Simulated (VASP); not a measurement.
## BN: relaxation of cell and atoms with PBE+D3

BN:

```xyz
2
Lattice="1.2511 0.7223 3.3729 -1.2511 0.7223 3.3729 0.0000 -1.4447 3.3729" Properties=species:S:1:pos:R:3 pbc="T T T"
N     0.0000    0.0000    6.7517
B     0.0000    0.0000    0.0033
```

The cell is a database's computed one.

```
Program                : VASP 6.6.1
Task                   : relaxation of cell and atoms
Functional             : PBE
Dispersion             : D3
Potentials or basis    : VASP PAW PBE potentials, release 64 (N, B)
Cutoff                 : 600 eV
k mesh                 : 12 × 12 × 12
Occupations            : fermi-dirac, width 0.05 eV
Spin                   : no spin polarisation
Further INCAR settings : ALGO = Normal; EDIFF = 1e-06; IBRION = 2; EDIFFG = -0.01; NSW = 60; ISIF = 3
```

| Property | Result |
| --- | --- |
| Relaxed volume | 9.19 Å³/atom |
| Relaxed cell | a = 3.670 Å, b = 3.670 Å, c = 3.670 Å, α = 39.97°, β = 39.97°, γ = 39.97° |
| Space group after relaxing (to 0.05 Å) | R3m (No. 160) |
| Energy gained by relaxing | 0.4 meV/atom |
| Ionic steps | 3 |
| Pressure after relaxing | 0.0 GPa |
| Band gap on the k mesh | 4.27 eV, indirect (least direct gap 4.68 eV) |
| Dispersion energy per atom | -0.094 eV |

Stress tensor (GPa, compression positive):
```
 0.00  0.00  0.00
 0.00  0.00  0.00
 0.00  0.00 -0.15
```

Step by step:
| step | energy change (eV) | largest force (eV/Å) | pressure (GPa) | volume (Å³) |
| --- | --- | --- | --- | --- |
| 1 | 0.0000 | 0.0014 | 1.74 | 18.29 |
| 2 | 0.0021 | 0.0018 | -3.38 | 18.55 |
| 3 | -0.0008 | 0.0004 | -0.05 | 18.38 |

Final structure:
```xyz
2
Lattice="1.2543 0.7242 3.3724 -1.2543 0.7242 3.3724 0.0000 -1.4483 3.3724" Properties=species:S:1:pos:R:3 pbc="T T T"
N     0.0000    0.0000    6.7506
B     0.0000    0.0000    0.0033
```

Levels at points of the mesh, in eV from the valence-band top:
```tsv
k point	band 2	band 3	band 4	band 5	band 6	band 7
(0.00, 0.00, 0.00)	-4.14	-1.30	-1.30	5.17	11.62	11.62
(0.50, 0.00, 0.00)	-8.90	-4.06	-0.59	5.27	9.85	13.05
(0.50, 0.50, 0.00)	-8.77	-4.11	-1.16	4.27	9.83	14.22
(0.50, 0.50, 0.50)	-6.09	-1.31	-1.31	10.09	11.55	11.55
```

Wall time 120 s on 1 thread of Intel(R) Xeon(R) Platinum 8488C (Sapphire Rapids), with other jobs on the host, peak memory 0.19 GiB.

A k mesh can miss the band edges. Expect the measured gap to be larger: semilocal functionals such as PBE lack the derivative discontinuity.
